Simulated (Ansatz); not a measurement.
System: AlP (zinc blende type), 2 atoms in the cell.

```
Al P
1.0
     0.00000    2.75500    2.75500
     2.75500    0.00000    2.75500
     2.75500    2.75500    0.00000
Al P
1 1
Direct
  0.00000 0.00000 0.00000
  0.25000 0.25000 0.25000
```

Theory: PBE, plane waves, all-electron PAW datasets generated for the crystal, point nucleus (Ansatz).

Cutoff 180 eV; k-mesh 6×6×6 Γ-centred; Fermi–Dirac smearing of 0.02 eV; no spin polarisation.

(1) How large is the gap on this mesh, is it direct, and where do the band edges lie (fractions of the reciprocal vectors of this cell)?

(2) List the levels near the gap at (0.000, 0.000, 0.000), (0.000, 0.000, 0.167), (0.000, 0.167, 0.333), (0.000, 0.167, -0.167), (0.000, -0.500, -0.500), in eV from the top of the valence band (v1 is the highest filled band, c1 the lowest empty one).

## Answers

(1) 1.63 eV, indirect from (0.000, 0.000, 0.000) to (0.000, -0.500, -0.500); the smallest direct gap is 3.07 eV.

(2) 
```tsv
k	v4	v3	v2	v1	c1	c2
(0.000, 0.000, 0.000)	-11.35	0.00	0.00	0.00	3.07	4.52
(0.000, 0.000, 0.167)	-11.06	-1.85	-0.24	-0.24	3.49	4.94
(0.000, 0.167, 0.333)	-10.34	-3.56	-1.30	-1.14	3.37	4.87
(0.000, 0.167, -0.167)	-10.60	-3.01	-1.58	-0.30	4.22	4.98
(0.000, -0.500, -0.500)	-9.10	-5.22	-2.05	-2.05	1.63	2.48
```

A gap read on the mesh is an upper bound of this method's gap, since the mesh can miss a band edge. Semilocal functionals give gaps that mostly lie well below measured ones.
